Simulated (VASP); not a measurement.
# Bi2Se3 (Paraguanajuatite) (R-3m) in VASP: settings compared

The runs below take Bi2Se3 (Paraguanajuatite) through single point, with PBE, PBEsol.

All numbers are computed with VASP 6.6.1; they aren't measurements. Logs are shortened: lines on timing, memory, paths and dates and some standing lists are left out, and cuts for length are marked.

## 1. The crystal as given

Symmetry: R-3m, No. 166, trigonal system. Conventional cell: a = 4.143 Å, b = 4.143 Å, c = 28.636 Å, α = 90.00°, β = 90.00°, γ = 120.00°. Bi (site symmetry 3m) has 6 Se at 2.85 to 3.07 Å as nearest neighbours. Around Se (site symmetry 3m) lie 3 Bi at 2.85 Å. Around Se (site symmetry -3m) lie 6 Bi at 3.07 Å.

## 2. Single point, PBE

Contents of INCAR:

```
SYSTEM = Bi2Se3
  ALGO = Normal
  EDIFF = 1E-7
  ENCUT = 520
  GGA = PE
  ISIF = 2
  ISMEAR = -1
  LASPH = .TRUE.
  LCHARG = .FALSE.
  LREAL = .FALSE.
  LWAVE = .FALSE.
  NBANDS = 32
  NELM = 60
  PREC = Accurate
  SIGMA = 0.05
```

Contents of KPOINTS:

```
k-points
0
G
  8 8 8
  0 0 0
```

Contents of POSCAR:

```
Bi2Se3
1.0
    2.0715000000      1.1959810826      9.5453333333
   -2.0715000000      1.1959810826      9.5453333333
    0.0000000000     -2.3919621653      9.5453333333
Bi Se
2 3
Direct
    0.5992000000      0.5992000000      0.5992000000
    0.4008000000      0.4008000000      0.4008000000
    0.7883000000      0.7883000000      0.7883000000
    0.2117000000      0.2117000000      0.2117000000
    0.0000000000      0.0000000000      0.0000000000
```

Potentials or basis: VASP PAW PBE potentials, release 64 (Bi_d, Se).

Launch:

```console
$ cat potpaw_PBE.64/Bi_d/POTCAR potpaw_PBE.64/Se/POTCAR > POTCAR
$ mpirun -np 1 vasp_std > vasp.out
```

OUTCAR:

```text
SYSTEM = Bi2Se3
   EDIFF = 1E-7
   ENCUT = 520
   GGA = PE
   ISIF = 2
   ISMEAR = -1
   LASPH = .TRUE.
   LREAL = .FALSE.
   NELM = 60
   PREC = Accurate

 ion  position               nearest neighbor table
   1  0.599  0.599  0.599-   4 2.85   4 2.85   4 2.85   5 3.07   5 3.07   5 3.07
   2  0.401  0.401  0.401-   3 2.85   3 2.85   3 2.85   5 3.07   5 3.07   5 3.07
   3  0.788  0.788  0.788-   2 2.85   2 2.85   2 2.85
   4  0.212  0.212  0.212-   1 2.85   1 2.85   1 2.85
   5  0.000  0.000  0.000-   1 3.07   1 3.07   2 3.07   2 3.07   1 3.07   2 3.07

  LATTYP: Found a trigonal (rhomboedric) cell.
 ALAT       =     9.8404710987
 COS(alpha) =     0.9113725833

  Lattice vectors:

 A1 = (   2.0715000000,   1.1959810826,   9.5453333333)
 A2 = (  -2.0715000000,   1.1959810826,   9.5453333333)
 A3 = (   0.0000000000,  -2.3919621653,   9.5453333333)

Analysis of symmetry for initial positions (statically):
=====================================================================
 Subroutine PRICEL returns:
 Original cell was already a primitive cell.

 Routine SETGRP: Setting up the symmetry group for a
 trigonal (rhombohedral) supercell.

 Subroutine GETGRP returns: Found 12 space group operations
 (whereof 12 operations were pure point group operations)
 out of a pool of 12 trial point group operations.

The static configuration has the point symmetry D_3d.

Analysis of symmetry for dynamics (positions and initial velocities):
=====================================================================
 Subroutine PRICEL returns:
 Original cell was already a primitive cell.

 Routine SETGRP: Setting up the symmetry group for a
 trigonal (rhombohedral) supercell.

 Subroutine GETGRP returns: Found 12 space group operations
 (whereof 12 operations were pure point group operations)
 out of a pool of 12 trial point group operations.

The dynamic configuration has the point symmetry D_3d.

 Subroutine INISYM returns: Found 12 space group operations
 (whereof 12 operations are pure point group operations),
 and found     1 'primitive' translations

----------------------------------------------------------------------------------------

                                     Primitive cell

  volume of cell :     141.8899

  direct lattice vectors                    reciprocal lattice vectors
     2.071500000  1.195981083  9.545333333     0.241370987  0.139355604  0.034921078
    -2.071500000  1.195981083  9.545333333    -0.241370987  0.139355604  0.034921078
     0.000000000 -2.391962165  9.545333333     0.000000000 -0.278711209  0.034921078
[... 94 lines left out ...]
   IBRION =     -1    ionic relax: 0-MD 1-quasi-New 2-CG
   NFREE  =      0    steps in history (QN), initial steepest desc. (CG)
   ISIF   =      2    stress and relaxation
   ISYM   =      2    0-nonsym 1-usesym 2-fastsym
   POTIM  = 0.5000    time-step for ionic-motion
   TEBEG  =    0.0;   TEEND  =   0.0 temperature during run
   PSTRESS=    0.0 pullay stress
   NELECT =      48.0000    total number of electrons
   NUPDOWN=      -1.0000    fix difference up-down
   EMIN   =  10.00;   EMAX   =-10.00  energy-range for DOS
   EFERMI =   0.00;   METHOD = LEGACY
   ISMEAR =    -1;   SIGMA  =   0.05  broadening in eV -4-tet -1-fermi 0-gaus
   EFERMI_NEDOS =   21; number of points for ismear=-14 and -15
   IALGO  =     38    algorithm
   IMIX   =      4    mixing-type and parameters
     AMIX     =   0.40;   BMIX     =  1.00
     AMIX_MAG =   1.60;   BMIX_MAG =  1.00
  volume/ion in A,a.u.               =      28.38       191.50
  Fermi-wavevector in a.u.,A,eV,Ry     =   1.140700  2.155610 17.703848  1.301196
  Thomas-Fermi vector in A             =   2.277401
   LORBIT       =      0    0 simple, 1 ext, 2 COOP (PROOUT), +10 PAW based schemes
   GGA     = PE    functional components
   LHFCALC =     F    Hartree Fock is set to
   AEXX    =    0.0000 exact exchange contribution
   IVDW    =     0    specifies the selected vdW correction
   LEPSILON=     F    determine dielectric tensor
   LRPA    =     F    only Hartree local field effects (RPA)
 non-spin polarized calculation
  energy-cutoff  :      520.00
  volume of cell :      141.89
 maximum number of plane-waves:      3857
 NGX is ok and might be reduce to    80
   NGX = 37   NGY = 37   NGZ = 37

 number of electron      47.9999997 magnetization

 Free energy of the ion-electron system (eV)
  ---------------------------------------------------
  ext. energy  EPLUGINS =         0.00000000
  ---------------------------------------------------
  free energy    TOTEN  =       -20.15509299 eV

  energy without entropy =      -20.15488063  energy(sigma->0) =      -20.15498681

 E-fermi :   5.0791     XC(G=0):  -9.4969

 val. band max:        4.9704377088   @ k =   0.0000   0.0000   0.0000
 cond. band min:       5.1836849707   @ k =   0.0000   0.0000   0.0000
 fundamental gap:      0.2132472618
 Fermi energy:         5.0791032846

 k-point     1 :       0.0000    0.0000    0.0000
  band No.  band energies     occupation
      1     -18.1605      2.00000
      2     -18.1605      2.00000
      3     -18.1587      2.00000
      4     -18.1587      2.00000
      5     -18.1530      2.00000
      6     -18.1504      2.00000
[... 829 lines left out ...]
     31       9.6336      0.00000
     32      11.2808      0.00000

 [... further k-points ...]

------------------------ aborting loop because EDIFF is reached ----------------------------------------

  FORCE on cell =-STRESS in cart. coord.  units (eV):
  Direction    XX          YY          ZZ          XY          YZ          ZX
  --------------------------------------------------------------------------------------
  -------------------------------------------------------------------------------------
  Total        2.2701109      2.2701109      2.2904731      0.0000000     -0.0000000      0.0000000
  in kB       25.6333911     25.6333911     25.8633146      0.0000000     -0.0000000      0.0000000
  external PRESSURE =      25.7100323 kB  Pullay stress =       0.0000000 kB

 VOLUME and BASIS-vectors are now :
 -----------------------------------------------------------------------------
  energy-cutoff  :      520.00
  volume of cell :      141.89
      direct lattice vectors                 reciprocal lattice vectors
     2.071500000  1.195981083  9.545333333     0.241370987  0.139355604  0.034921078
    -2.071500000  1.195981083  9.545333333    -0.241370987  0.139355604  0.034921078
     0.000000000 -2.391962165  9.545333333     0.000000000 -0.278711209  0.034921078

 POSITION                                       TOTAL-FORCE (eV/Angst)
 -----------------------------------------------------------------------------------
      0.00000     -0.00000     17.15869         0.000000     -0.000000      0.168482
      0.00000     -0.00000     11.47731         0.000000      0.000000     -0.168482
      0.00000     -0.00000     22.57376         0.000000     -0.000000      0.171564
      0.00000     -0.00000      6.06224         0.000000      0.000000     -0.171564
      0.00000      0.00000      0.00000         0.000000      0.000000      0.000000
 -----------------------------------------------------------------------------------
    total drift:                                0.000000      0.000000     -0.000000

  FREE ENERGIE OF THE ION-ELECTRON SYSTEM (eV)
  ---------------------------------------------------
  free  energy   TOTEN  =       -20.1550929888 eV

  energy  without entropy=      -20.1548806340  energy(sigma->0) =      -20.15498681
```

OSZICAR:

```text
N       E                     dE             d eps       ncg     rms          rms(c)
DAV:   1     0.468917556917E+03    0.46892E+03   -0.22820E+04  4160   0.155E+03
DAV:   2     0.351638503754E+02   -0.43375E+03   -0.41517E+03  4208   0.414E+02
DAV:   3    -0.186196082482E+02   -0.53783E+02   -0.51004E+02  5536   0.151E+02
DAV:   4    -0.208634021793E+02   -0.22438E+01   -0.22332E+01  4536   0.322E+01
DAV:   5    -0.209443502746E+02   -0.80948E-01   -0.80934E-01  6024   0.640E+00    0.520E+00
DAV:   6    -0.201408272228E+02    0.80352E+00   -0.10746E+00  5704   0.735E+00    0.322E+00
DAV:   7    -0.201466769117E+02   -0.58497E-02   -0.35997E-01  4600   0.252E+00    0.170E+00
DAV:   8    -0.201539663582E+02   -0.72894E-02   -0.45870E-02  4952   0.114E+00    0.573E-01
DAV:   9    -0.201548200656E+02   -0.85371E-03   -0.19504E-03  5384   0.433E-01    0.131E-01
DAV:  10    -0.201550061641E+02   -0.18610E-03   -0.10968E-03  4824   0.169E-01    0.546E-02
DAV:  11    -0.201550588280E+02   -0.52664E-04   -0.12689E-04  4784   0.739E-02    0.311E-02
DAV:  12    -0.201550915340E+02   -0.32706E-04   -0.53398E-05  4408   0.347E-02    0.636E-03
DAV:  13    -0.201550929618E+02   -0.14278E-05   -0.32461E-06  5928   0.148E-02    0.406E-03
DAV:  14    -0.201550929888E+02   -0.27049E-07   -0.76911E-07  4048   0.530E-03
   1 F= -.20155093E+02 E0= -.20154987E+02  d E =-.212355E-03
```

stdout:

```text
POSCAR found type information on POSCAR BiSe
 POSCAR found :  2 types and       5 ions
 scaLAPACK will be used
 LDA part: xc-table for (Slater+PW92), standard interpolation
 POSCAR, INCAR and KPOINTS ok, starting setup
 FFT: planning ... GRIDC
 FFT: planning ... GRID_SOFT
 FFT: planning ... GRID
 WAVECAR not read
 entering main loop
```

Run time: 17 min. Hardware: 1 thread of Intel Xeon 6975P-C (Granite Rapids), shared host; peak memory 1 GiB.

What came out:

```
Free energy            : -20.1551 eV
Pressure               : 2.6 GPa
Largest force          : 0.172 eV/Å
Band gap on the k mesh : 0.21 eV, direct
```

Forces in eV/Å, atoms in the order of the input:
```
Bi   0.000  0.000  0.168
Bi   0.000  0.000 -0.168
Se   0.000  0.000  0.172
Se   0.000  0.000 -0.172
Se   0.000  0.000  0.000
```

Caveat: spin-orbit coupling is left out, which as a rule narrows the gap of such compounds by several tenths of an eV. A k mesh can miss the band edges.

## 3. Single point, PBEsol

Contents of INCAR:

```
  PREC = Accurate
  ENCUT = 520
  EDIFF = 1E-7
  ISMEAR = -1
  SIGMA = 0.05
  LREAL = False
  LASPH = True
  NELM = 100
  ALGO = Normal
  ISIF = 2
  LWAVE = False
  LCHARG = True
  GGA = PS
  LVHAR = True
  NBANDS = 32
  KPAR = 2
```

Contents of KPOINTS:

```
Automatic mesh
0
Gamma
  8 8 8
```

POSCAR is that of step 2.

Potentials or basis: VASP PAW PBE potentials, release 64 (Bi_d, Se).

Launch:

```console
$ cat potpaw_PBE.64/Bi_d/POTCAR potpaw_PBE.64/Se/POTCAR > POTCAR
$ mpirun -np 2 vasp_std > vasp.out
```

It took 11 min on 2 MPI ranks of Intel Xeon 6975P-C (Granite Rapids), shared host; peak memory 1 GiB.

The run converged. Its results:

```
Free energy            : -22.0482 eV
Pressure               : -0.3 GPa
Largest force          : 0.166 eV/Å
Band gap on the k mesh : 0.14 eV, direct
```

Forces in eV/Å, atoms in the order of the input:
```
Bi   0.000  0.000  0.166
Bi   0.000  0.000 -0.166
Se   0.000  0.000  0.079
Se   0.000  0.000 -0.079
Se   0.000  0.000  0.000
```

Levels at points of the mesh, in eV from the valence-band top:
| k point | band 22 | band 23 | band 24 | band 25 | band 26 | band 27 |
| --- | --- | --- | --- | --- | --- | --- |
| (0.00, 0.00, 0.00) | -1.20 | -1.20 | 0.00 | 0.14 | 1.36 | 1.36 |
| (0.50, 0.00, 0.00) | -2.17 | -1.23 | -0.56 | 0.77 | 1.89 | 2.90 |
| (0.50, 0.50, 0.00) | -1.90 | -1.64 | -1.01 | 1.28 | 1.90 | 2.57 |
| (0.50, 0.50, 0.50) | -1.37 | -1.37 | -0.47 | 0.58 | 1.67 | 1.67 |

Caveat: the PAW data sets were made with another functional, which shifts forces and pressure a little; spin-orbit coupling is left out, which as a rule narrows the gap of such compounds by several tenths of an eV.

(Continued in part 2 of 2.)
